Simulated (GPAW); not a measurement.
PtS2:

```
Pt S
1.0
     3.54320    0.00000    0.00000
    -1.77160    3.06850    0.00000
     0.00000    0.00000    5.03880
Pt S
1 2
Direct
  0.00000 0.00000 0.00000
  0.66667 0.33333 0.77300
  0.33333 0.66667 0.22700
```

```yaml
Program: GPAW 26.7.0
Task: relaxation of cell and atoms
Functional: PBEsol
Potentials_or_basis: PAW data sets generated in the run's folder for this functional
Cutoff: 600 eV
Basis: pw
k_mesh: 9 × 9 × 5
Occupations: fermi-dirac, width 0.05 eV
Spin: no spin polarisation
```

At the start: pressure 6.4 GPa; volume 18.26 Å³/atom.

Where does the relaxation end?

Over 16 steps the energy falls by 25.1 meV/atom and the volume is 17.43 Å³/atom (-4.5 %); space group P-3m1 (No. 164, to 0.05 Å).

Step by step:
```tsv
step	energy change (eV)	largest force (eV/Å)	pressure (GPa)	volume (Å³)
1	0.0000	0.9690	6.37	54.78
2	-0.0399	0.6221	3.49	55.35
3	-0.0646	0.1229	-0.45	56.17
4	-0.0653	0.0794	-0.69	56.17
5	-0.0669	0.0001	-0.91	56.03
6	-0.0679	0.0314	-0.71	55.76
7	-0.0683	0.0152	-0.28	55.50
8	-0.0684	0.0067	-0.06	55.41
9	-0.0685	0.0246	0.09	55.34
10	-0.0687	0.0556	0.33	55.18
11	-0.0693	0.0998	0.67	54.79
12	-0.0707	0.1560	1.13	53.94
13	-0.0722	0.1804	1.38	52.80
14	-0.0738	0.1291	0.97	52.26
15	-0.0751	0.0198	0.07	52.31
16	-0.0752	0.0008	0.00	52.30
```

Final structure:
```xyz
3
Lattice="3.5724 0.0000 0.0000 -1.7862 3.0938 0.0000 0.0000 0.0000 4.7322" Properties=species:S:1:pos:R:3 pbc="T T T"
Pt    0.0000    0.0000    0.0000
S     1.7862    1.0313    3.5341
S     0.0000    2.0625    1.1981
```

Caveat: later steps reuse the first step's grids.
